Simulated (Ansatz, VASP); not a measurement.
One calculation of SnO, two programs

Contents of INCAR:

```
SYSTEM = SnO
PREC = Accurate
ENCUT = 520
EDIFF = 1E-6
ISMEAR = -1
SIGMA = 0.02
LREAL = .FALSE.
LASPH = .TRUE.
NELM = 80
ALGO = Normal
ISIF = 2
LWAVE = .FALSE.
LCHARG = .TRUE.
GGA = PE
LELF = .TRUE.
LVHAR = .TRUE.
NBANDS = 17
```

File KPOINTS:

```
regular mesh
0
G
  8 8 8
  0 0 0
```

The input POSCAR:

```
SnO
1.0
    0.0000000000      2.4108856853      2.7021583760
    2.4108856853      0.0000000000      2.7021583760
    2.4108856853      2.4108856853      0.0000000000
Sn O
1 1
Direct
    0.0000000000      0.0000000000      0.0000000000
    0.5000000000      0.5000000000      0.5000000000
```

Input for Ansatz:

```yaml
crystal:
  lattice:
    - [0.0, 2.4108856853, 2.702158376]
    - [2.4108856853, 0.0, 2.702158376]
    - [2.4108856853, 2.4108856853, 0.0]
  atoms:
    - { symbol: Sn, position: [0.0, 0.0, 0.0] }
    - { symbol: O, position: [0.5, 0.5, 0.5] }
kpoints:
  mp_grid: { grid: [8, 8, 8] }
  band_path:
    path:
      - [0.0, 0.0, 0.0]
      - [0.5, 0.0, 0.5]
      - [0.625, 0.25, 0.625]
      - [0.375, 0.375, 0.75]
      - [0.5, 0.5, 0.5]
      - [0.5, 0.25, 0.75]
      - [0.5, 0.425, 0.575]
      - [0.17513, 0.178385, -0.435547]
      - [-0.097168, 0.065023, 0.480957]
    npoints: 1
hamiltonian:
  xc: pbe
scf:
  occupations: { method: fermi_dirac, width: 0.02 }
  n_extra_bands: 4
output:
  forces: true
  stress: true
  eigenvalues: true
  write_density: true
  write_potential: true
  elf: true
  volumetric_format: npy
```

Change from the starting cell: epitaxial_xy strain -5.0%.

Alike in both runs: task single point; functional PBE; k mesh 8 × 8 × 8; occupations fermi-dirac, width 0.02 eV; no spin polarisation.

```csv
,VASP,Ansatz
version,VASP 6.6.1,Ansatz 0.2.0
potentials or method,"VASP PAW PBE potentials, release 64 (Sn_d, O)","plane waves, PAW"
plane-wave cutoff (eV),520,420
valence electrons in the cell,20,20
```

|  | VASP | Ansatz | Ansatz less VASP |
| --- | --- | --- | --- |
| pressure (GPa) | 9.0 | 9.0 | -0.01 |
| largest component of the traceless stress (GPa) | 7.29 | 7.21 | -0.082 |

Caveats: spin-orbit coupling is left out, which moves the levels of the heavy elements. A k mesh can miss the band edges.
